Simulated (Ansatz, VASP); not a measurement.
ZnO: VASP beside Ansatz

File INCAR:

```
  PREC = Accurate
  ENCUT = 520
  EDIFF = 1E-6
  ISMEAR = -1
  SIGMA = 0.02
  LREAL = False
  LASPH = True
  NELM = 100
  ALGO = Normal
  ISIF = 2
  LWAVE = False
  LCHARG = True
  GGA = PE
  LELF = True
  LVHAR = True
  NBANDS = 16
```

The input KPOINTS:

```
Automatic mesh
0
Gamma
  10 10 10
```

The input POSCAR:

```
ZnO
1.0
    0.0000000000      2.1337703963      2.1337703963
    2.0966427914      0.0000000000      2.1337703963
    2.0966427914      2.1337703963      0.0000000000
Zn O
1 1
Direct
    0.0000000000      0.0000000000      0.0000000000
    0.5000000000      0.5000000000      0.5000000000
```

Input for Ansatz:

```yaml
crystal:
  lattice:
    - [0.0, 2.1337703963, 2.1337703963]
    - [2.0966427914, 0.0, 2.1337703963]
    - [2.0966427914, 2.1337703963, 0.0]
  atoms:
    - { symbol: Zn, position: [0.0, 0.0, 0.0] }
    - { symbol: O, position: [0.5, 0.5, 0.5] }
kpoints:
  mp_grid: { grid: [10, 10, 10] }
  band_path:
    path:
      - [0.0, 0.0, 0.0]
      - [0.5, 0.0, 0.5]
      - [0.625, 0.25, 0.625]
      - [0.375, 0.375, 0.75]
      - [0.5, 0.5, 0.5]
      - [0.5, 0.25, 0.75]
    npoints: 1
hamiltonian:
  xc: pbe
scf:
  occupations: { method: fermi_dirac, width: 0.02 }
  n_extra_bands: 4
output:
  forces: true
  stress: true
  eigenvalues: true
```

Change from the starting cell: uniaxial_x strain -1.7%.

Alike in both runs: task single point; functional PBE; k mesh 10 × 10 × 10; occupations fermi-dirac, width 0.02 eV; no spin polarisation.

|  | VASP | Ansatz |
| --- | --- | --- |
| version | VASP 6.6.1 | Ansatz 0.2.0 |
| potentials or method | VASP PAW PBE potentials, release 64 (Zn, O) | plane waves, PAW |
| plane-wave cutoff (eV) | 520 | 420 |
| valence electrons in the cell | 18 | 18 |

```csv
,VASP,Ansatz,Ansatz less VASP
gap on the k mesh at the Fermi level (eV),0.95,0.98,+0.035
pressure (GPa),13.0,11.7,-1.28
largest component of the traceless stress (GPa),1.74,1.60,-0.149
```

With one functional, cell and mesh, what is left measures potentials, basis and numerics.

A k mesh can miss the band edges.
